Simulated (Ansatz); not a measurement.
Consider the formal loss of a carbene: `CCCCOC` → `[CH2]` (triplet) + `CCCCO`.

Calculated with Ansatz (gas phase, PBE0-D4/def2-TZVP geometries, no zero-point term in ΔE). CBS: MP2 limit from def2 TZ/QZ plus the TZ coupled-cluster correction, frozen cores. This one scheme is used for every species. DFT in def2-TZVPP. HSE06 is defined as in plane-wave codes. Triplets are unrestricted, without spin–orbit coupling. One conformer a species, not always the lowest.

Q: Is it downhill or uphill in electronic energy at CCSD(T)/CBS, and by how much? (An estimate is asked.)

A: The calculation gave: Uphill: ΔE = +396.3 kJ/mol.

Q: What do these levels give: LDA (SPW92), HSE06-D4, CAM-B3LYP-D4, revPBE, PBE0, r2SCAN0? (An estimate is asked.)

A: The calculation gave: LDA (SPW92) 473.1, HSE06-D4 395.7, CAM-B3LYP-D4 400.2, revPBE 374.1, PBE0 390.5, r2SCAN0 370.0 kJ/mol.

Largest T1 diagnostic among the species: 0.011.

From BLYP to BHLYP (50 % exact exchange), in def2-TZVPP and without D4, ΔE moves by −6.7 kJ/mol. Leaving LDA and LC-ωPBE aside and taking each functional with its dispersion term where it has one, the values, not all of them listed here, spread over 39.9 kJ/mol, from r2SCAN0-D4 to ωB97X-V. LDA lies +73.5 kJ/mol from PBE without D4. In def2-TZVPP, CCSD(T) changes the Hartree–Fock value by +128.0 kJ/mol (the triples alone add +10.8 kJ/mol) and MP2 by +137.3 kJ/mol.
